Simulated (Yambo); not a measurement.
Here is a Yambo 5.3.0 calculation.

File bse2.in:

```
optics
bse
bss
rim_cut
em1s
RandQpts= 1000000
RandGvec= 50 RL
Chimod= "HARTREE"
% BndsRnXs
 1 | 38 |
%
NGsBlkXs= 5 Ry
% LongDrXs
 1 | 1 | 1 |
%
BSKmod= "SEX"
BSEmod= "retarded"
BSSmod= "d"
% BSEQptR
 1 | 1 |
%
% BSEBands
 11 | 16 |
%
BSENGexx= 20 Ry
BSENGBlk= 5 Ry
% BEnRange
 0 | 15 | eV
%
% BDmRange
 0.05 | 0.05 | eV
%
BEnSteps= 200
% BLongDir
 1 | 1 | 1 |
%
BSEprop= "abs"
WRbsWF
% KfnQP_E
 0.76 | 1.0 | 1.0 |
%
```

File scf.in:

```
&CONTROL
  calculation = 'scf'
  prefix = 'pwscf'
  outdir = './tmp'
  pseudo_dir = './pseudo'
/
&SYSTEM
  ibrav = 0
  nat = 2
  ntyp = 2
  ecutwfc = 82
  nbnd = 20
  occupations = 'smearing'
  smearing = 'fd'
  degauss = 0.00367493
  force_symmorphic = .true.
/
&ELECTRONS
  conv_thr = 4d-10
  electron_maxstep = 120
  mixing_beta = 0.5
/
ATOMIC_SPECIES
In   114.8180 In.upf
P     30.9738 P.upf
CELL_PARAMETERS angstrom
   0.0000000000    2.9305000000    2.9305000000
   2.9305000000    0.0000000000    2.9305000000
   2.9305000000    2.9305000000    0.0000000000
ATOMIC_POSITIONS crystal
In     0.0000000000    0.0000000000    0.0000000000
P      0.7500000000    0.7500000000    0.7500000000
K_POINTS automatic
8 8 8 0 0 0
```

nscf.in

```
&CONTROL
  calculation = 'nscf'
  prefix = 'pwscf'
  outdir = './tmp'
  pseudo_dir = './pseudo'
/
&SYSTEM
  ibrav = 0
  nat = 2
  ntyp = 2
  ecutwfc = 82
  nbnd = 43
  occupations = 'fixed'
  force_symmorphic = .true.
/
&ELECTRONS
  conv_thr = 1d-08
  diago_full_acc = .true.
  diago_thr_init = 1d-06
/
ATOMIC_SPECIES
In   114.8180 In.upf
P     30.9738 P.upf
CELL_PARAMETERS angstrom
   0.0000000000    2.9305000000    2.9305000000
   2.9305000000    0.0000000000    2.9305000000
   2.9305000000    2.9305000000    0.0000000000
ATOMIC_POSITIONS crystal
In     0.0000000000    0.0000000000    0.0000000000
P      0.7500000000    0.7500000000    0.7500000000
K_POINTS automatic
6 6 6 0 0 0
```

Potentials or basis: PseudoDojo 0.4 SR PBEsol stringent.

Command:

```bash
$ OMP_NUM_THREADS=1 pw.x -in scf.in > scf.out
$ OMP_NUM_THREADS=1 pw.x -in nscf.in > nscf.out
$ cd tmp/pwscf.save; p2y; mv SAVE ../..; cd ../..
$ OMP_NUM_THREADS=1 yambo
$ mkdir -p bse2; ln -s $PWD/bse1/ndb.em1s* bse2/
$ mkdir -p bse2; ln -s $PWD/g0w00/ndb.RIM bse2/
$ OMP_NUM_THREADS=1 yambo -F bse2.in -J bse2 -C bse2_out
$ OMP_NUM_THREADS=1 ypp -J bse2 -C bse2_out -e s -b 1
```

Predict the exciton binding energy.

0.06 eV.

What does it give for the lowest exciton energy?

1.31 eV.

Estimate the lowest bright exciton energy.

1.31 eV.

Dielectric function (along the field direction of the input):
```
energy (eV)  real part  imaginary part
       0.30      18.25            0.16
       0.75      21.63            0.74
       1.28      54.15           66.99
       1.81       7.37            1.24
       2.26      17.35            1.46
       2.79      -5.20           16.91
       3.32      -1.48            2.62
       3.84       0.11            7.77
       4.30      30.74           48.26
       4.82      -6.37           15.87
       5.35      -2.87            3.74
       5.80       1.96            4.44
       6.33      -4.81           10.09
       6.86      -1.52            7.04
       7.39      -3.79            4.26
       7.84      -5.55            2.25
       8.37      -1.64            2.71
       8.89      -3.13            0.49
       9.42      -2.09            1.19
       9.87      -2.26            0.53
      10.40      -1.88            0.74
      10.93      -1.73            0.36
      11.38      -1.29            0.07
      11.91      -0.96            0.25
      12.44      -0.69            0.03
      12.96      -0.47            0.11
      13.42      -0.43            0.02
      13.94      -0.26            0.01
      14.47      -0.15            0.01
      15.00      -0.05            0.01
```

Caveat: the scissor is the correction of the direct gap in an earlier G0W0 run on the same states; exciton energies and binding change strongly with the k mesh and aren't converged on this one; spectra need much finer meshes, so this one isn't converged; spin-orbit coupling is left out, which moves the levels of the heavy elements.

**Experimental background.**

A printed reference work, data compilation reports, for a bulk crystal of InP at 1.6 K: band gap 1.4236 eV (direct).

A measured gap of InP is 1.4236 eV (direct; 1.6 K; a printed reference work, data compilation); the calculated 0.61 eV misses it by -0.81 eV. Spin-orbit coupling on In is left out. The value is that of PBEsol on a finite k mesh, which can miss the band edges, without temperature or zero-point motion. Semilocal functionals fall short of measured gaps as a rule.
